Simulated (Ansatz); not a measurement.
# Dielectric response of SrO (001) films, part 3 of 6

How well do thin rocksalt SrO (001) films screen a perpendicular field?

Ansatz 0.2.0; plane-wave DFT, PBEsol, Ansatz PAW.

So far, distance between the outer atoms (Å): step 6 (response with the atoms held, 6 atoms, units 3) 5.03.

## 9. Response with the atoms relaxed, 6 atoms, units 3

This step: plane-wave DFT, PBEsol, Ansatz PAW; response to a field along the normal, atoms relaxed (Ansatz 0.2.0).

The two relaxed runs give the static response.

Numbers from this step:

| Quantity | Value |
| --- | --- |
| equivalent conductor thickness p/(ε₀AE) | 8.202 Å |

Local field over the applied field, running mean. From the potentials at -0.05 and 0.05 V/Å; running mean over 2.58 Å, taken twice. Local field over applied field against z:

z (Å), local field over applied field and a bar from the least value:
```
      4.5      0.990 ##############################
      5.0      0.979 ##############################
      5.5      0.958 #############################
      6.0      0.931 ############################
      6.5      0.860 ##########################
      7.0      0.690 #####################
      7.5      0.495 ################
      8.0      0.306 ##########
      8.5      0.117 #####
      9.0     -0.038 #
      9.5     -0.051 
     10.0     -0.005 ##
     10.5      0.042 ###
     11.0      0.097 ####
     11.5      0.147 ######
     12.0      0.118 #####
     12.5      0.058 ###
     13.0      0.010 ##
     13.5     -0.037 #
     14.0     -0.058 
     14.5      0.057 ###
     15.0      0.246 #########
     15.5      0.433 ##############
     16.0      0.627 ####################
     16.5      0.815 #########################
     17.0      0.917 ############################
     17.5      0.950 #############################
     18.0      0.974 ##############################
     18.5      0.988 ##############################
```

The induced dipole is that of a conductor 8.20 Å thick.

## 10. Relaxing the film, 8 atoms, units 4

This step: plane-wave DFT, PBEsol, Ansatz PAW (Ansatz 0.2.0).

System of this step: SrO (001), 4 units. The cell holds 8 atoms: 4 Sr and 4 O. Cell: a = 3.649 Å, b = 3.649 Å, c = 25.740 Å, α = 90.0°, β = 90.0°, γ = 90.0°. It derives from SrO (rocksalt SrO). Vacuum lies along c.

The next thickness, treated alike, so that differences show the interior and the faces cancel.

input.yaml reads:

```yaml
crystal:
  lattice:
    - [3.64867099, 0.0, 0.0]
    - [0.0, 3.64867099, 0.0]
    - [0.0, 0.0, 25.74]
  atoms:
    - { symbol: Sr, position: [0.5, 0.5, 0.3496503497] }
    - { symbol: O, position: [0.0, 0.0, 0.3496503497] }
    - { symbol: Sr, position: [0.0, 0.0, 0.4498834499] }
    - { symbol: O, position: [0.5, 0.5, 0.4498834499] }
    - { symbol: Sr, position: [0.5, 0.5, 0.5501165501] }
    - { symbol: O, position: [0.0, 0.0, 0.5501165501] }
    - { symbol: Sr, position: [0.0, 0.0, 0.6503496503] }
    - { symbol: O, position: [0.5, 0.5, 0.6503496503] }
kpoints:
  mp_grid: { grid: [8, 8, 1] }
hamiltonian:
  xc: pbesol
scf:
  occupations: { method: fixed }
  convergence: { dr2_threshold: 1.0e-09 }
efield:
  axis: 3
  dipole_correction: true
  ramp_position: 0.97
  ramp_width: 0.06
relax:
  f_tol: 0.003
  max_steps: 100
output:
  write_potential: true
  write_density: true
  volumetric_format: npy
```

Run with:

```console
ansatz run input.yaml --threads 4 --pin off --max-ram 16384MiB --backend cpu --events-out ev --progress --plain --runs-dir out
```

Numbers of over 12 decimals in the logs are rounded to 6 here.

The program printed:

```text
[...]
Crystal: 8 atoms, lattice volume = 342.671 Å³
Basis set: ecut = 420 eV, 6679 PW (Γ), exchange–correlation on 50×50×360 points (8 copies of the dense FFT grid, shifted against one another)
Bands: 40, of which v1, the nominal top of the filled ones, is band 32 counted from 1 (31 counted from 0)
Symmetry: 8 space group operations
k-points: 15 of 64
[...]
atoms:
    - { symbol: Sr, position: [0.5, 0.5, 0.352666] }
    - { symbol: O, position: [0, 0.0, 0.355143] }
    - { symbol: Sr, position: [0, 0.0, 0.450441] }
    - { symbol: O, position: [0.5, 0.5, 0.448900] }
    - { symbol: Sr, position: [0.5, 0.5, 0.549559] }
    - { symbol: O, position: [0, 0.0, 0.551100] }
    - { symbol: Sr, position: [0, 0.0, 0.647334] }
    - { symbol: O, position: [0.5, 0.5, 0.644857] }
[key lines of the parts left out:]
SCF converged after 7 iterations
Free energy (F): -16223.477116 eV
Fermi energy:    0.935589 eV
Dipole field:    D = 0.000000 V/Å  (p = 0.000000 e·Å, saw-weighted, corrected)
Work function:   Φ+ = 3.6703 eV   Φ− = 3.6703 eV
```

The job ended after 27 s (4 threads of Arm Neoverse V1, shared host; peak memory 0.68 GiB).

The steps of the relaxation:

```tsv
step	energy less that of the first step (eV)	largest force component (eV/Å)
1	0.0000	0.4669
2	0.0245	0.7784
3	-0.0655	0.1552
4	-0.0712	0.1299
5	-0.0743	0.0280
6	-0.0744	0.0015
```

Relaxation step 2 was tried and not accepted.

The run keeps the 8 symmetry operations that it works with, so distortions that break them were not tested.

The atoms that moved most (Å):

```tsv
atom	dx	dy	dz	length
O8	0.000	0.000	-0.141	0.141
O2	0.000	0.000	0.141	0.141
Sr7	0.000	0.000	-0.078	0.078
Sr1	0.000	0.000	0.078	0.078
O6	0.000	0.000	0.025	0.025
O4	0.000	0.000	-0.025	0.025
Sr3	0.000	0.000	0.014	0.014
Sr5	0.000	0.000	-0.014	0.014
```

Final coordinates:

```cif
data_structure
_symmetry_space_group_name_H-M 'P 1'
_symmetry_Int_Tables_number 1
_cell_length_a 3.6487
_cell_length_b 3.6487
_cell_length_c 25.7400
_cell_angle_alpha 90.000
_cell_angle_beta 90.000
_cell_angle_gamma 90.000
_cell_volume 342.67
loop_
_atom_site_label
_atom_site_type_symbol
_atom_site_fract_x
_atom_site_fract_y
_atom_site_fract_z
_atom_site_occupancy
Sr1 Sr 0.50000 0.50000 0.35267 1
O2 O 0.00000 0.00000 0.35514 1
Sr3 Sr 0.00000 0.00000 0.45044 1
O4 O 0.50000 0.50000 0.44890 1
Sr5 Sr 0.50000 0.50000 0.54956 1
O6 O 0.00000 0.00000 0.55110 1
Sr7 Sr 0.00000 0.00000 0.64733 1
O8 O 0.50000 0.50000 0.64486 1
```

The relaxation took 6 steps and lowered the energy by 0.074 eV; the largest force on the free atoms ends at 0.0015 eV/Å.

The gap is 2.60 eV, with the valence edge 3.67 eV and the conduction edge 1.07 eV under the upper vacuum level.

## 11. Single point on the relaxed film, 8 atoms, units 4

The next thickness, treated alike, so that differences show the interior and the faces cancel.

input.yaml, the sections that differ from step 10:

```yaml
crystal:
  lattice:
    - [3.64867099, 0.0, 0.0]
    - [0.0, 3.64867099, 0.0]
    - [0.0, 0.0, 25.74]
  atoms:
    - { symbol: Sr, position: [0.5, 0.5, 0.3526661037] }
    - { symbol: O, position: [0.0, 0.0, 0.3551432081] }
    - { symbol: Sr, position: [0.0, 0.0, 0.4504406007] }
    - { symbol: O, position: [0.5, 0.5, 0.4488997804] }
    - { symbol: Sr, position: [0.5, 0.5, 0.5495593998] }
    - { symbol: O, position: [0.0, 0.0, 0.5511002207] }
    - { symbol: Sr, position: [0.0, 0.0, 0.6473338951] }
    - { symbol: O, position: [0.5, 0.5, 0.6448567914] }
output:
  eigenvalues: true
  write_potential: true
  write_density: true
  volumetric_format: npy
  elf: true
# kpoints, hamiltonian, scf, efield: as in step 10
# relax: removed
```

The program printed:

```text
[...]
Crystal: 8 atoms, lattice volume = 342.671 Å³
Basis set: ecut = 420 eV, 6679 PW (Γ)
Bands: 40, of which v1, the nominal top of the filled ones, is band 32 counted from 1 (31 counted from 0)
Symmetry: 8 space group operations
k-points: 15 of 64
[...]
k-point 0: bands = [... 28 lower, 0.9108, 0.9108, 0.9355, 0.9355, 3.5366, 3.7125, 4.1323, 4.6840, ... 4 higher]
  k-point 1: bands = [... 28 lower, 0.6108, 0.6882, 0.7516, 0.7715, 3.7496, 3.8889, 4.5472, 4.8917, ... 4 higher]
  k-point 2: bands = [... 28 lower, 0.3982, 0.3982, 0.4088, 0.5250, 4.2811, 4.3772, 5.4428, 5.6043, ... 4 higher]
  k-point 14: bands = [... 28 lower, 0.7279, 0.7279, 0.7506, 0.7506, 4.5013, 4.5013, 5.6872, 5.6872, ... 4 higher]
[key lines of the parts left out:]
SCF converged after 9 iterations
Free energy (F): -16223.477087 eV
Fermi energy:    0.935521 eV
Dipole field:    D = 0.000001 V/Å  (p = 0.000002 e·Å, saw-weighted, corrected)
Work function:   Φ+ = 3.6704 eV   Φ− = 3.6705 eV
```

Wall time 6.9 s (4 threads); peak memory 0.7 GiB.

The gap is 2.60 eV, with the valence edge 3.67 eV and the conduction edge 1.07 eV under the upper vacuum level.

## 12. Atoms held, 8 atoms, units 4, field 0.05 V/Å

input.yaml, as its differences from that of step 11:

```diff
@@ -20,3 +20,3 @@
   occupations: { method: fixed }
-  convergence: { dr2_threshold: 1.0e-09 }
+  convergence: { dr2_threshold: 1.0e-10 }
 efield:
@@ -26,4 +26,4 @@
   ramp_width: 0.06
+  amplitude: 0.05
 output:
-  eigenvalues: true
   write_potential: true
@@ -31,2 +31 @@
   volumetric_format: npy
-  elf: true
```

The program printed:

```text
[...]
Crystal: 8 atoms, lattice volume = 342.671 Å³
Basis set: ecut = 420 eV, 6679 PW (Γ)
Bands: 40, of which v1, the nominal top of the filled ones, is band 32 counted from 1 (31 counted from 0)
Symmetry: 8 space group operations
k-points: 15 of 64
[...]
k-point 0: bands = [... 28 lower, 0.8788, 0.8788, 0.9671, 0.9671, 3.4781, 3.7649, 4.1308, 4.6165, ... 4 higher]
  k-point 1: bands = [... 28 lower, 0.6002, 0.7032, 0.7176, 0.8051, 3.6799, 3.9531, 4.5456, 4.8204, ... 4 higher]
  k-point 2: bands = [... 28 lower, 0.3603, 0.3926, 0.4463, 0.5330, 4.1972, 4.4563, 5.3677, 5.6027, ... 4 higher]
  k-point 14: bands = [... 28 lower, 0.6937, 0.7615, 0.7615, 0.7628, 4.5002, 4.5002, 5.6867, 5.6867, ... 4 higher]
[key lines of the parts left out:]
SCF converged after 14 iterations
Free energy (F): -16223.477881 eV
Fermi energy:    0.967134 eV
Dipole field:    D = 0.016780 V/Å  (p = 0.031777 e·Å, saw-weighted, corrected)
```

It took 8.4 s on 4 threads; peak memory 0.69 GiB; 33 s of CPU time.

The dipole is 0.0318 e·Å, and the gap on the mesh 2.511 eV.

## 13. Single point, 8 atoms, units 4, field -0.05 V/Å

input.yaml, as its differences from that of step 12:

```diff
@@ -26,3 +26,3 @@
   ramp_width: 0.06
-  amplitude: 0.05
+  amplitude: -0.05
 output:
```

The program printed:

```text
[...]
Crystal: 8 atoms, lattice volume = 342.671 Å³
Basis set: ecut = 420 eV, 6679 PW (Γ)
Bands: 40, of which v1, the nominal top of the filled ones, is band 32 counted from 1 (31 counted from 0)
Symmetry: 8 space group operations
k-points: 15 of 64
[...]
k-point 0: bands = [... 28 lower, 0.8787, 0.8787, 0.9671, 0.9671, 3.4781, 3.7648, 4.1308, 4.6170, ... 4 higher]
  k-point 1: bands = [... 28 lower, 0.6002, 0.7032, 0.7176, 0.8051, 3.6799, 3.9529, 4.5456, 4.8209, ... 4 higher]
  k-point 2: bands = [... 28 lower, 0.3603, 0.3925, 0.4463, 0.5330, 4.1972, 4.4561, 5.3683, 5.6027, ... 4 higher]
  k-point 14: bands = [... 28 lower, 0.6937, 0.7615, 0.7615, 0.7628, 4.5002, 4.5002, 5.6867, 5.6867, ... 4 higher]
[key lines of the parts left out:]
SCF converged after 14 iterations
Free energy (F): -16223.477881 eV
Fermi energy:    0.967131 eV
Dipole field:    D = -0.016779 V/Å  (p = -0.031775 e·Å, saw-weighted, corrected)
```

It took 8.3 s on 4 threads; peak memory 0.69 GiB; 32 s of CPU time.

The dipole is -0.0318 e·Å, and the gap on the mesh 2.511 eV.

## 14. Response with the atoms held, 8 atoms, units 4

This step: plane-wave DFT, PBEsol, Ansatz PAW; response to a field along the normal, atoms held (Ansatz 0.2.0).

Local field over the applied field, running mean. From the potentials at -0.05 and 0.05 V/Å; running mean over 2.58 Å, taken twice. The local field over applied field by z:

```tsv
z (Å)	local field over applied field
5	0.974
6	0.894
7	0.704
8	0.449
9	0.265
10	0.207
11	0.223
12	0.246
13	0.256
14	0.240
15	0.217
16	0.211
17	0.301
18	0.513
19	0.764
20	0.925
21	0.983
```

The induced dipole is that of a conductor 8.64 Å thick.

## 15. Relaxing the film, 10 atoms, units 5

This step: plane-wave DFT, PBEsol, Ansatz PAW (Ansatz 0.2.0).

System of this step: SrO (001), 5 units. The cell holds 10 atoms: 5 Sr and 5 O. Its edges and angles: a = 3.649 Å, b = 3.649 Å, c = 28.320 Å, α = 90.0°, β = 90.0°, γ = 90.0°. It derives from SrO (rocksalt SrO). Vacuum lies along c.

The next thickness, treated alike, so that differences show the interior and the faces cancel.

input.yaml reads:

```yaml
crystal:
  lattice:
    - [3.64867099, 0.0, 0.0]
    - [0.0, 3.64867099, 0.0]
    - [0.0, 0.0, 28.32]
  atoms:
    - { symbol: Sr, position: [0.5, 0.5, 0.3177966102] }
    - { symbol: O, position: [0.0, 0.0, 0.3177966102] }
    - { symbol: Sr, position: [0.0, 0.0, 0.4088983051] }
    - { symbol: O, position: [0.5, 0.5, 0.4088983051] }
    - { symbol: Sr, position: [0.5, 0.5, 0.5] }
    - { symbol: O, position: [0.0, 0.0, 0.5] }
    - { symbol: Sr, position: [0.0, 0.0, 0.5911016949] }
    - { symbol: O, position: [0.5, 0.5, 0.5911016949] }
    - { symbol: Sr, position: [0.5, 0.5, 0.6822033898] }
    - { symbol: O, position: [0.0, 0.0, 0.6822033898] }
kpoints:
  mp_grid: { grid: [8, 8, 1] }
hamiltonian:
  xc: pbesol
scf:
  occupations: { method: fixed }
  convergence: { dr2_threshold: 1.0e-09 }
efield:
  axis: 3
  dipole_correction: true
  ramp_position: 0.97
  ramp_width: 0.06
relax:
  f_tol: 0.003
  max_steps: 100
output:
  write_potential: true
  write_density: true
  volumetric_format: npy
```

The program printed:

```text
[...]
Crystal: 10 atoms, lattice volume = 377.018 Å³
Basis set: ecut = 420 eV, 7367 PW (Γ), exchange–correlation on 50×50×384 points (8 copies of the dense FFT grid, shifted against one another)
Bands: 50, of which v1, the nominal top of the filled ones, is band 40 counted from 1 (39 counted from 0)
Symmetry: 8 space group operations
k-points: 15 of 64
[...]
- { symbol: Sr, position: [0, 0.0, 0.409854] }
    - { symbol: O, position: [0.500000, 0.500000, 0.408970] }
    - { symbol: Sr, position: [0.500000, 0.500000, 0.500000] }
    - { symbol: O, position: [0, 0.0, 0.500000] }
    - { symbol: Sr, position: [0, 0.0, 0.590146] }
    - { symbol: O, position: [0.500000, 0.500000, 0.591030] }
    - { symbol: Sr, position: [0.500000, 0.500000, 0.678944] }
    - { symbol: O, position: [0, 0.0, 0.676918] }
[key lines of the parts left out:]
SCF converged after 7 iterations
Free energy (F): -20279.583421 eV
Fermi energy:    1.548405 eV
Dipole field:    D = 0.000000 V/Å  (p = 0.000000 e·Å, saw-weighted, corrected)
Work function:   Φ+ = 3.6987 eV   Φ− = 3.6987 eV
```

The job ended after 41 s (4 threads; peak memory 0.77 GiB; 2.7 min of CPU time).

The steps of the relaxation:

```tsv
step	energy less that of the first step (eV)	largest force component (eV/Å)
1	0.0000	0.4635
2	0.0119	0.7232
3	-0.0611	0.1153
4	-0.0681	0.1104
5	-0.0700	0.0051
6	-0.0700	0.0010
```

Relaxation step 2 was tried and not accepted.

Forces are held to the 8 operations that the run works with; a distortion that breaks them can't arise in this run.

The atoms that moved most (Å):

```tsv
atom	dx	dy	dz	length
O10	0.000	0.000	-0.150	0.150
O2	0.000	0.000	0.150	0.150
Sr1	0.000	0.000	0.092	0.092
Sr9	0.000	0.000	-0.092	0.092
Sr3	0.000	0.000	0.027	0.027
Sr7	0.000	0.000	-0.027	0.027
```

The relaxation took 6 steps and lowered the energy by 0.070 eV; the largest force on the free atoms ends at 9.8e-4 eV/Å.

The gap is 2.66 eV, with the valence edge 3.70 eV and the conduction edge 1.04 eV under the upper vacuum level.

## 16. Single point on the relaxed film, 10 atoms, units 5

The next thickness, treated alike, so that differences show the interior and the faces cancel.

input.yaml, the sections that differ from step 15:

```yaml
crystal:
  lattice:
    - [3.64867099, 0.0, 0.0]
    - [0.0, 3.64867099, 0.0]
    - [0.0, 0.0, 28.32]
  atoms:
    - { symbol: Sr, position: [0.5, 0.5, 0.3210561642] }
    - { symbol: O, position: [0.0, 0.0, 0.3230822585] }
    - { symbol: Sr, position: [0.0, 0.0, 0.4098540392] }
    - { symbol: O, position: [0.5, 0.5, 0.4089696696] }
    - { symbol: Sr, position: [0.5, 0.5, 0.5000000006] }
    - { symbol: O, position: [0.0, 0.0, 0.4999999984] }
    - { symbol: Sr, position: [0.0, 0.0, 0.5901459626] }
    - { symbol: O, position: [0.5, 0.5, 0.5910303285] }
    - { symbol: Sr, position: [0.5, 0.5, 0.6789438378] }
    - { symbol: O, position: [0.0, 0.0, 0.6769177406] }
output:
  eigenvalues: true
  write_potential: true
  write_density: true
  volumetric_format: npy
# kpoints, hamiltonian, scf, efield: as in step 15
# relax: removed
```

The program printed:

```text
[...]
Crystal: 10 atoms, lattice volume = 377.018 Å³
Basis set: ecut = 420 eV, 7367 PW (Γ)
Bands: 50, of which v1, the nominal top of the filled ones, is band 40 counted from 1 (39 counted from 0)
Symmetry: 8 space group operations
k-points: 15 of 64
[...]
k-point 0: bands = [... 36 lower, 1.5372, 1.5372, 1.5480, 1.5480, 4.2007, 4.3005, 4.6716, 5.1056, ... 6 higher]
  k-point 1: bands = [... 36 lower, 1.2343, 1.3250, 1.3758, 1.3854, 4.4101, 4.4849, 5.0895, 5.5042, ... 6 higher]
  k-point 2: bands = [... 36 lower, 0.9632, 1.0178, 1.0259, 1.2122, 4.9356, 4.9833, 6.0719, 6.1559, ... 6 higher]
  k-point 14: bands = [... 36 lower, 1.2821, 1.3528, 1.3528, 1.4918, 4.9509, 4.9509, 5.8943, 5.8943, ... 6 higher]
[key lines of the parts left out:]
SCF converged after 9 iterations
Free energy (F): -20279.583593 eV
Fermi energy:    1.548031 eV
Dipole field:    D = 0.000001 V/Å  (p = 0.000002 e·Å, saw-weighted, corrected)
Work function:   Φ+ = 3.6996 eV   Φ− = 3.6995 eV
```

Elapsed: 10 s, on 4 threads; peak memory 0.82 GiB.

The gap is 2.65 eV, with the valence edge 3.70 eV and the conduction edge 1.05 eV under the upper vacuum level.

## 17. Atoms held, 10 atoms, units 5, field 0.05 V/Å

input.yaml, as its differences from that of step 16:

```diff
@@ -22,3 +22,3 @@
   occupations: { method: fixed }
-  convergence: { dr2_threshold: 1.0e-09 }
+  convergence: { dr2_threshold: 1.0e-10 }
 efield:
@@ -28,4 +28,4 @@
   ramp_width: 0.06
+  amplitude: 0.05
 output:
-  eigenvalues: true
   write_potential: true
```

The program printed:

```text
[...]
Crystal: 10 atoms, lattice volume = 377.018 Å³
Basis set: ecut = 420 eV, 7367 PW (Γ)
Bands: 50, of which v1, the nominal top of the filled ones, is band 40 counted from 1 (39 counted from 0)
Symmetry: 8 space group operations
k-points: 15 of 64
[...]
k-point 0: bands = [... 36 lower, 1.4834, 1.4834, 1.6016, 1.6016, 4.1089, 4.3864, 4.6689, 5.1057, ... 6 higher]
  k-point 1: bands = [... 36 lower, 1.2326, 1.3212, 1.3466, 1.4398, 4.3058, 4.5837, 5.0868, 5.4388, ... 6 higher]
  k-point 2: bands = [... 36 lower, 0.9558, 0.9622, 1.0811, 1.2218, 4.8181, 5.0958, 5.9883, 6.1529, ... 6 higher]
  k-point 14: bands = [... 36 lower, 1.2555, 1.3807, 1.3807, 1.5012, 4.9492, 4.9492, 5.8937, 5.8937, ... 6 higher]
[key lines of the parts left out:]
SCF converged after 15 iterations
Free energy (F): -20279.584561 eV
Fermi energy:    1.601613 eV
Dipole field:    D = 0.018589 V/Å  (p = 0.038732 e·Å, saw-weighted, corrected)
```

It took 13 s on 4 threads; peak memory 0.81 GiB; 49 s of CPU time.

The dipole is 0.0387 e·Å, and the gap on the mesh 2.507 eV.

## 18. Atoms held, 10 atoms, units 5, field -0.05 V/Å

input.yaml, as its differences from that of step 17:

```diff
@@ -28,3 +28,3 @@
   ramp_width: 0.06
-  amplitude: 0.05
+  amplitude: -0.05
 output:
```

The program printed:

```text
[...]
Crystal: 10 atoms, lattice volume = 377.018 Å³
Basis set: ecut = 420 eV, 7367 PW (Γ)
Bands: 50, of which v1, the nominal top of the filled ones, is band 40 counted from 1 (39 counted from 0)
Symmetry: 8 space group operations
k-points: 15 of 64
[...]
k-point 0: bands = [... 36 lower, 1.4834, 1.4834, 1.6016, 1.6016, 4.1089, 4.3864, 4.6689, 5.1057, ... 6 higher]
  k-point 1: bands = [... 36 lower, 1.2326, 1.3212, 1.3466, 1.4398, 4.3058, 4.5837, 5.0868, 5.4388, ... 6 higher]
  k-point 2: bands = [... 36 lower, 0.9558, 0.9622, 1.0811, 1.2218, 4.8181, 5.0958, 5.9883, 6.1529, ... 6 higher]
  k-point 14: bands = [... 36 lower, 1.2555, 1.3807, 1.3807, 1.5012, 4.9492, 4.9492, 5.8937, 5.8937, ... 6 higher]
[key lines of the parts left out:]
SCF converged after 15 iterations
Free energy (F): -20279.584561 eV
Fermi energy:    1.601615 eV
Dipole field:    D = -0.018589 V/Å  (p = -0.038731 e·Å, saw-weighted, corrected)
```

Wall time 13 s (4 threads); peak memory 0.82 GiB; 49 s of CPU time.

The dipole is -0.0387 e·Å, and the gap on the mesh 2.507 eV.

## 19. Response with the atoms held, 10 atoms, units 5

This step: plane-wave DFT, PBEsol, Ansatz PAW; response to a field along the normal, atoms held (Ansatz 0.2.0).

Local field over the applied field, running mean. From the potentials at -0.05 and 0.05 V/Å; running mean over 2.58 Å, taken twice. The local field over applied field by z:

```tsv
z (Å)	local field over applied field
5	0.975
6	0.896
7	0.707
8	0.452
9	0.269
10	0.210
11	0.224
12	0.244
13	0.256
14	0.257
15	0.257
16	0.249
17	0.231
18	0.212
19	0.237
20	0.380
21	0.626
22	0.848
23	0.959
24	0.991
```

The induced dipole is that of a conductor 10.53 Å thick.

(Part 3 of 6 ends here.)

[Logs are printed without paths, hosts, clocks, repeated set-up lines and the standing remarks that a program may print on its own settings, such as how far it seeks lower states.]

[Hosts, paths, dates, database ids (printed as entryN), source tags and the programs' standing remarks are cut or masked in the printed files.]

[Maps of the electrostatic potential energy from Ansatz leave out the sawtooth potential of an applied field or a dipole correction, so their vacuum need not be flat; planar profiles and work functions include it.]
